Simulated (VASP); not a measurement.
FeSi:

```
Fe Si
1.0
     4.55070    0.00000    0.00000
     0.00000    4.55070    0.00000
     0.00000    0.00000    4.55070
Fe Si
4 4
Direct
  0.86348 0.63652 0.36348
  0.63652 0.36348 0.86348
  0.36348 0.86348 0.63652
  0.13652 0.13652 0.13652
  0.15760 0.34240 0.65760
  0.34240 0.65760 0.15760
  0.65760 0.15760 0.34240
  0.84240 0.84240 0.84240
```

Base run:

```yaml
Program: VASP 6.6.1
Functional: PBEsol
Potentials_or_basis: VASP PAW PBE potentials, release 64 (Fe, Si)
Cutoff: 520 eV
k_mesh: 6 × 6 × 6
Occupations: fermi-dirac, width 0.05 eV
Spin: collinear spin, ferromagnetic start
Starting_moments: "[3.0, 3.0, 3.0, 3.0, 0.0, 0.0, 0.0, 0.0] μB"
```

Its results: band gap on the k mesh none (metal or under the smearing width); pressure -16.5 GPa; net moment 3.60 μB per cell; site moments Fe +0.98; Si -0.04 μB; largest force 0.054 eV/Å.

Q: The run is repeated on the same cell with these changes: functional from PBEsol to PBE; moments at the start from [3.0, 3.0, 3.0, 3.0, 0.0, 0.0, 0.0, 0.0] to [4.5, 4.5, 4.5, 4.5, 0.0, 0.0, 0.0, 0.0]. What comes out?

A: Band gap on the k mesh none (metal or under the smearing width); pressure -10.3 GPa; net moment 3.73 μB per cell; site moments Fe +1.03; Si -0.05 μB; largest force 0.095 eV/Å.

Caveats: so large a pressure means that the cell lies far from this level's equilibrium, or that cutoff or potentials fall short (some runs); the potentials were made for another functional, which shifts forces and pressure (some runs); the moment fell far below its start of 4.5 μB, so a state of higher moment may lie lower in energy (some runs).
